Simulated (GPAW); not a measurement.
Runs of GPAW 26.7.0 on ZnS (Wurtzite-2H). It takes space group P6_3mc (No. 186, hexagonal). Conventional cell: a = 3.886 Å, b = 3.886 Å, c = 6.356 Å, α = 90.00°, β = 90.00°, γ = 120.00°. Around Zn (site symmetry 3m) lie 4 S at 2.36 to 2.45 Å. S (site symmetry 3m) has 4 Zn at 2.36 to 2.45 Å as nearest neighbours. 

| task | level | potentials or basis | cell | k mesh | cutoff (eV) | smearing | response ecut | maxiter | response k mesh | response bands | kernels | grid spacing | other keys | gap on the mesh (eV) | pressure (GPa) | relaxed volume (Å³/atom) | largest force (eV/Å) |
| --- | --- | --- | --- | --- | --- | --- | --- | --- | --- | --- | --- | --- | --- | --- | --- | --- | --- |
| dielectric tensor | PBE | GPAW PAW data sets (gpaw-data 1.2.1), pw | P6_3mc, 20.78 Å³/atom | 7 × 7 × 4 | 400 | fermi-dirac 0.001 eV | 80 eV | 150 | 10 × 10 × 6 | 58 | ["RPA"] | - | - | 1.97 | - | - | - |
| single point | PBE | GPAW PAW data sets (gpaw-data 1.2.1), pw | P6_3mc, 19.6 Å³/atom | 10 × 10 × 6 | 600 | fermi-dirac 0.05 eV | - | 80 | - | - | - | - | several, not listed | 2.24 | (d) | - | 0.33 |
| relaxation of cell and atoms | MS2 | GPAW PAW data sets (gpaw-data 1.2.1), pw | relaxed | 6 × 6 × 3 | 600 | fermi-dirac 0.05 eV | - | 150 | - | - | - | - | - | 2.58 | 0.0 | 19.65 | 0.01 |
| band structure | PBEint | PAW data sets generated in the run's folder for this functional, pw | P6_3mc, 19.6 Å³/atom | 6 × 6 × 3 | 600 | fermi-dirac 0.05 eV | - | 150 | - | - | - | - | - | (c) | 0.1 | - | 0.32 |
| relaxation of cell and atoms | mBEEF | GPAW PAW data sets (gpaw-data 1.2.1), pw | relaxed | 6 × 6 × 3 | 600 | fermi-dirac 0.05 eV | - | 150 | - | - | - | - | - | 2.97 | 0.1 | 19.94 | 0.03 |
| relaxation of cell and atoms | revPBE | the program's PAW data sets (release 1.2.1) made for this functional, pw | relaxed to 20 GPa | 6 × 6 × 3 | 600 | fermi-dirac 0.05 eV | - | 150 | - | - | - | - | - | 2.94 | 20.0 | - | - |
| band structure | PBE | SG15 ONCV 1.2, pw | P6_3mc, 19.6 Å³/atom | 6 × 6 × 3 | 1100 | fermi-dirac 0.05 eV | - | 150 | - | - | - | - | - | 2.25 | (b) | - | 0.33 |
| band structure | PBE | GPAW PAW data sets (gpaw-data 1.2.1), fd | P6_3mc, 19.6 Å³/atom | 6 × 6 × 3 | - | fermi-dirac 0.05 eV | - | 150 | - | - | - | 0.16 Å | - | 2.24 | - | - | 0.33 |
| band structure | LDA | the program's PAW data sets (release 1.2.1) made for this functional, pw | P6_3mc, 19.6 Å³/atom | 6 × 6 × 3 | 600 | fermi-dirac 0.05 eV | - | 150 | - | - | - | - | - | 1.99 | (a) | - | 0.29 |
| relaxation of cell and atoms | PBEint | PAW data sets generated in the run's folder for this functional, pw | relaxed | 6 × 6 × 3 | 600 | fermi-dirac 0.05 eV | - | 150 | - | - | - | - | - | 2.16 | 0.1 | 19.58 | - |

Alike in all rows: no spin polarisation.

**Question.** Fill in the values left out.

**Answer.** (a) -4.3; (b) 2.5; (c) 2.19; (d) 2.4.

Caveats: later steps reuse the first step's grids (some runs); the PAW data sets were made with another functional, which shifts forces and pressure a little (some runs); the long-wavelength limit can be off by several per cent where d states take part (some runs); an odd mesh through Γ misses points on the zone boundary, where band edges often lie (some runs); the real-space grid adds noise to forces (some runs).

The runs don't all hold the same shells in valence.
